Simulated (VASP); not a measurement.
**HfO2: single point with PBE**

HfO2:

```xyz
12
Lattice="5.1180 0.0000 0.0000 0.0000 5.1857 0.0000 -0.8587 0.0000 5.2139" Properties=species:S:1:pos:R:3 pbc="T T T"
Hf    0.8021    2.3870    3.6914
Hf    3.0279    4.9798    4.1294
Hf    3.4573    2.7987    1.5224
Hf    1.2314    0.2059    1.0845
O    -0.3473    0.8733    4.4146
O     4.1773    3.4661    3.4062
O     4.6066    4.3124    0.7993
O     0.0821    1.7196    1.8076
O     1.4549    3.8473    5.1101
O     2.3751    1.2544    2.7107
O     2.8045    1.3384    0.1038
O     1.8842    3.9313    2.5032
```

```
Program             : VASP 6.6.1
Task                : single point
Functional          : PBE
Potentials or basis : VASP PAW PBE potentials, release 64 (Hf_pv, O)
Cutoff              : 520 eV
k mesh              : 5 × 5 × 5
Occupations         : gaussian, width 0.014 eV
Spin                : no spin polarisation
```

The pressure is 2.7 GPa. The largest force is 0.458 eV/Å. The band gap on the k mesh is 4.16 eV, indirect (least direct gap 4.23 eV).

Forces in eV/Å, atoms in the order of the input:
```
Hf   0.159 -0.018  0.030
Hf  -0.159 -0.018 -0.030
Hf  -0.159  0.018 -0.030
Hf   0.159  0.018  0.030
O   -0.404 -0.180 -0.118
O    0.404 -0.180  0.118
O    0.404  0.180  0.118
O   -0.404  0.180 -0.118
O   -0.114  0.032 -0.079
O    0.114  0.032  0.079
O    0.114 -0.032  0.079
O   -0.114 -0.032 -0.079
```

Stress tensor (GPa, compression positive):
```
2.70 0.00 0.27
0.00 1.98 0.00
0.27 0.00 3.30
```

Levels at points of the mesh, in eV from the valence-band top:
| k point | band 40 | band 41 | band 42 | band 43 | band 44 | band 45 | band 46 | band 47 | band 48 | band 49 |
| --- | --- | --- | --- | --- | --- | --- | --- | --- | --- | --- |
| (0.00, 0.00, 0.00) | -0.98 | -0.54 | -0.52 | -0.17 | 0.00 | 4.54 | 5.10 | 5.28 | 5.50 | 5.67 |

Run time: 3.4 min on 1 thread of Intel(R) Xeon(R) Platinum 8488C (Sapphire Rapids), with other jobs on the host, peak memory 0.36 GiB.

The gap isn't set beside the measured one, since this odd mesh misses points on the zone boundary.

Caveat: spin-orbit coupling is left out, which moves the levels of the heavy elements; an odd mesh through Γ misses points on the zone boundary, where band edges often lie.
